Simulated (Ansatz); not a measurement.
# GaN (F-43m) in Ansatz: single point with PBE

Aim: the single point of GaN with PBE.

Everything below comes from runs of Ansatz 0.2.0. Logs are shortened: lines on timing, memory, paths and dates and some standing lists are left out, and cuts for length are marked.

**Experimental background.**

From a printed reference work, textbook, for a bulk crystal of GaN at 0 K: band gap 3.299 eV (direct).

The results are compared with them further down.

## (1) The crystal as given

Symmetry: F-43m, No. 216, cubic system. The conventional cell has a = 4.507 Å, b = 4.507 Å, c = 4.507 Å, α = 90.00°, β = 90.00°, γ = 90.00°. Ga (site symmetry -43m) is surrounded by 4 N at 1.95 Å. Around N (site symmetry -43m) lie 4 Ga at 1.95 Å.

The cell is a database's computed one.

## (2) Single point, PBE

File input.yaml:

```yaml
crystal:
  lattice:
    - [0.0, 2.2535006075, 2.2535006075]
    - [2.2535006075, 0.0, 2.2535006075]
    - [2.2535006075, 2.2535006075, 0.0]
  atoms:
    - { symbol: Ga, position: [0.0, 0.0, 0.0] }
    - { symbol: "N", position: [0.25, 0.25, 0.25] }
kpoints:
  mp_grid: { grid: [6, 6, 6] }
scf:
  occupations: { method: fermi_dirac, width: 0.04 }
hamiltonian:
  xc: pbe
  pseudopotentials: { kind: all_electron, lapw: { basis_error: 0.002 } }
output:
  forces: true
  stress: true
  eigenvalues: true
```

Potentials or basis: all-electron LAPW, scalar-relativistic.

Command:

```bash
$ ansatz run input.yaml --threads 1 --pin off --max-ram 3072MiB --backend cpu --events-out ev --progress --plain --runs-dir out
```

Standard output:

```text
Warning: RAYON_NUM_THREADS=1 ignored (pool sized by the plan → 1); use --threads N
LAPW: plane waves up to 10.105 Å⁻¹, error target 2.0e-3 eV per atom; small_component_spin mean_spin; N in spheres of 0.855 Å, 7 of its electrons in bands, Dirac shells []; Ga in spheres of 1.097 Å, 21 of its electrons in bands, Dirac shells [] (how accurate: hamiltonian.pseudopotentials.lapw.basis_error, Limitations)
Engine: ansatz 0.2.0, aarch64-unknown-linux-gnu
Pseudopotentials: kind: all_electron
Pseudopotential: Ga, LAPW, valence charge 21, lapw/all_electron/scalar/gaussian/Ga, Koelling and Harmon's equation, gaussian nucleus
Pseudopotential: N, LAPW, valence charge 7, lapw/all_electron/scalar/gaussian/N, Koelling and Harmon's equation, gaussian nucleus
Functional definition: PBE
  parameter kappa = 0.804
  parameter beta = 0.06672455060314922
  exchange = pbe_x(kappa = kappa, mu = beta*pi^2/3)
  correlation = pbe_c(beta = beta)
Crystal: 2 atoms, lattice volume = 22.888 Å³
Basis set: ecut = 389.0229518191945 eV, 411 PW (Γ), exchange–correlation at level 2
Bands: 18, of which v1, the nominal top of the filled ones, is band 14 counted from 1 (13 counted from 0)
Symmetry: 24 space group operations
Space group: F-43m (ITA 216), of the structure as read, at distance tolerance 2.8e-5 Å
k-points: 16 of 216 (time reversal used)
Non-local potential: Ga, projectors of the file, none
Non-local potential: N, projectors of the file, none
Initial density: superposition of atomic densities (chi_scale 0.1, normalization cell, long waves kept (reshape's long-wave potential 0.00 eV rms))
Initial wavefunctions: plane waves of lowest kinetic energy (no species holds an atomic orbital)
Functional: x = pbe(κ = 0.804, μ = 0.2195149727645171), c = pbe(β = 0.06672455060314922)
iter 1 solved again at ethr=1.89e-2 eV; its pass at ethr=1.00e-1 eV (dr2=5.30e0 eV) is discarded
SCF iter   1: F=—  HF=-54392.850499 eV  |F-HF|=—  |Δ(HF+E_count)|=         —  Δρ=1.36e-1  dr2=5.31e0  ethr=1.89e-2  ⟨swp⟩=2.0  Hψ=1869  notcnv=0
preconditioner: auto → none  [insulator: Δε(μ)=3.174 eV  Ē_g=18.316 eV  σ=0.040 eV  W_gap=1.00  n_scr=14 (ndim 8)  ℏωp=32.9 eV  f_vac=0.000  D(μ)=0.00/eV (n_scr^D=0)  ε∞_Penn≈4.2]
SCF iter   2: F=—  HF=-54391.340639 eV  |F-HF|=—  |Δ(HF+E_count)|=    1.51e0  Δρ=5.84e-2  dr2=6.61e-1  ethr=1.89e-2  ⟨swp⟩=3.0  Hψ=909  notcnv=0
iter 3 solved again at ethr=1.42e-4 eV; its pass at ethr=2.36e-3 eV (dr2=3.97e-2 eV) is discarded
SCF iter   3: F=—  HF=-54390.858012 eV  |F-HF|=—  |Δ(HF+E_count)|=   4.83e-1  Δρ=1.50e-2  dr2=3.98e-2  ethr=1.42e-4  ⟨swp⟩=2.0  Hψ=1525  notcnv=0
SCF iter   4: F=—  HF=-54390.859217 eV  |F-HF|=—  |Δ(HF+E_count)|=         —  Δρ=2.70e-3  dr2=1.79e-3  ethr=1.42e-4  ⟨swp⟩=2.0  Hψ=864  notcnv=0
the basis was enlarged: its passes take 146.8 KiB over the memory plan, 1 of 1 planned eigensolver slots
SCF iter   5: F=—  HF=-54390.853817 eV  |F-HF|=—  |Δ(HF+E_count)|=   5.40e-3  Δρ=4.36e-4  dr2=4.01e-5  ethr=6.38e-6  ⟨swp⟩=2.8  Hψ=819  notcnv=0
SCF iter   6: F=—  HF=-54390.853744 eV  |F-HF|=—  |Δ(HF+E_count)|=   7.30e-5  Δρ=2.41e-4  dr2=5.35e-6  ethr=1.43e-7  ⟨swp⟩=3.0  Hψ=848  notcnv=0
SCF iter   7: F=—  HF=-54390.853748 eV  |F-HF|=—  |Δ(HF+E_count)|=   3.97e-6  Δρ=4.53e-5  dr2=2.15e-7  ethr=1.91e-8  ⟨swp⟩=3.0  Hψ=832  notcnv=0
SCF iter   8: F=-54390.853748 eV  HF=-54390.853748 eV  |F-HF|=2.54e-9  |Δ(HF+E_count)|=   2.09e-7  Δρ=3.67e-6  dr2=1.72e-9  ethr=7.69e-10  ⟨swp⟩=3.0  Hψ=841  notcnv=0
SCF 1 converged in 8 iterations: F = -54390.853748 eV  dr2 = 1.72e-9
SCF converged after 8 iterations
Free energy (F): -54390.853748 eV
Harris-Foulkes:  -54390.853748 eV  (|F-HF|=2.54e-9)
Internal energy: -54390.853748 eV  (E = F + TS)
E sigma→0 (E₀):  -54390.853748 eV
Fermi energy:    12.293778 eV
--- Per-component energies (eV) ---
  E_band       = -1451.176568
  E_kinetic    = 55428.868435
  E_xc         = -2248.789504
  E_electrostatic = -107570.932680  (all electrons and nuclei)
  E_smearing   = -0.000000  (= −TS)
  E_closure    = 0.000000  (closes the sum)
  E_atoms      = -54378.687074  (free atoms, spherical and without spin; not in F)
  Σ components = -54390.853748   (vs F -54390.853748, Δ=0.00e0)
  Basis errors (estimates in eV, not in F): energy 8.7e-4 per atom: plane waves 8.1e-4 (4.9e-4 summed), levels above the bands 1.1e-131, relativity 8.6e-8, radial functions 5.8e-5, core shells 2.2e-10; eigenvalues (radial functions only) 1.1e-5; not estimated: angular momenta, meshes, grids; target (lapw.basis_error) 2.0e-3; muffin-tin radii N 0.855 Å, Ga 1.097 Å
--- Forces (eV/Å), atoms counted from 1 ---
  atom   1  Ga    -0.00000000     0.00000000    -0.00000000
  atom   2  N      0.00000000    -0.00000000     0.00000000
  max |Σ_I F_I| component: 3.70e-17 eV/Å
--- Stress (GPa, compression-positive) ---
        4.894435       0.000000       0.000000
        0.000000       4.894435       0.000000
        0.000000       0.000000       4.894435
  P = ⅓ Tr σ = 4.8944 GPa (48.944 kbar)
--- Band table (eV; the first three rows and the last of 16) ---
  k-point 0: bands = ["-363.7270", "-130.6403", "-81.3840", "-81.3840", "-81.3840", "-4.5248", "-2.0913", "-2.0913", "-2.0913", "-1.7761", "-1.7761", "11.4056", "11.4056", "11.4056", "13.1378", "21.7152", "21.7152", "21.7152"]
  k-point 1: bands = ["-363.7270", "-130.6403", "-81.3844", "-81.3841", "-81.3841", "-4.2442", "-2.0577", "-2.0577", "-1.9607", "-1.7774", "-1.7774", "9.1237", "11.1346", "11.1346", "14.7463", "20.6706", "22.0707", "22.0707"]
  k-point 2: bands = ["-363.7270", "-130.6402", "-81.3851", "-81.3842", "-81.3842", "-3.7854", "-2.0132", "-2.0132", "-1.7551", "-1.7551", "-1.2874", "6.0492", "10.6549", "10.6549", "15.8777", "20.0480", "22.0380", "22.0380"]
  k-point 15: bands = ["-363.7270", "-130.6402", "-81.3852", "-81.3848", "-81.3846", "-3.4748", "-1.9627", "-1.8891", "-1.7827", "-1.7363", "0.1380", "5.5764", "7.9772", "7.9788", "16.7026", "19.3177", "22.7119", "22.7675"]
```

Run time: 6.1 s. Hardware: 1 thread of Arm Neoverse V1, shared host; peak memory 0.23 GiB.

What came out:

```
Free energy            : -54390.8537 eV
Pressure               : 4.9 GPa
Band gap on the k mesh : 1.73 eV, direct
```

Levels at points of the mesh, in eV from the valence-band top:
```
             k point  band 10  band 11  band 12  band 13  band 14  band 15  band 16  band 17  band 18
  (0.00, 0.00, 0.00)   -13.18   -13.18     0.00     0.00     0.00     1.73    10.31    10.31    10.31
 (0.00, 0.00, -0.50)   -13.13   -11.91    -7.03    -0.97    -0.97     4.65     8.73    10.36    10.36
(0.00, -0.50, -0.50)   -13.11   -11.48    -6.12    -2.70    -2.70     3.35     6.67    11.70    13.96
```

## (3) Comparison with measurements

Step 2. Against the measured gap of GaN, 3.299 eV (direct; 0 K; a printed reference work, textbook), the calculated 1.73 eV is off by -1.57 eV. Spin-orbit coupling on Ga is left out. The value is that of PBE, without temperature or zero-point motion. Semilocal functionals fall short of measured gaps as a rule. The cell is a database's relaxed one, not the measured one, which moves gaps too.
